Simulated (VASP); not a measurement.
Wanted: the native input for a VASP 6.6.1 run.

```
Task                   : single point
Functional             : LDA
Potentials or basis    : VASP PAW LDA potentials, release 64 (Bi_d, Te)
Cutoff                 : 520 eV
k mesh                 : 14 × 14 × 14
Occupations            : gaussian, width 0.15 eV
Spin                   : no spin polarisation
Dipole correction      : no
Further INCAR settings : ALGO = Fast; EDIFF = 1e-06; NBANDS = 18
```

The structure of BiTe lies in POSCAR:

```
BiTe
1.0
    0.0000000000      3.2350000000      3.2350000000
    3.2350000000      0.0000000000      3.2350000000
    3.2350000000      3.2350000000      0.0000000000
Bi Te
1 1
Direct
    0.0000000000      0.0000000000      0.0000000000
    0.5000000000      0.5000000000      0.5000000000
```

The input as run:

INCAR

```
PREC = Accurate ; ENCUT = 520
EDIFF = 1E-6 ; ISMEAR = 0
SIGMA = 0.15 ; LREAL = F
LASPH = T ; NELM = 100
ALGO = Fast ; ISIF = 2
LWAVE = F ; LCHARG = T
LELF = T ; LVHAR = T
NBANDS = 18
```

KPOINTS

```
Automatic mesh
0
Gamma
  14 14 14
```

Potentials or basis: VASP PAW LDA potentials, release 64 (Bi_d, Te).

The run is started by

```console
$ cat potpaw_LDA.64/Bi_d/POTCAR potpaw_LDA.64/Te/POTCAR > POTCAR
$ mpirun -np 1 vasp_std > vasp.out
```

It gave:

```yaml
Pressure: -2.8 GPa
Band_gap_on_the_k_mesh: none (metal or under the smearing width)
```

Caveat: spin-orbit coupling is left out, which moves the levels of the heavy elements.

Run time: 82 s on 1 thread of Intel(R) Xeon(R) Platinum 8488C (Sapphire Rapids), with other jobs on the host, peak memory 0.26 GiB.
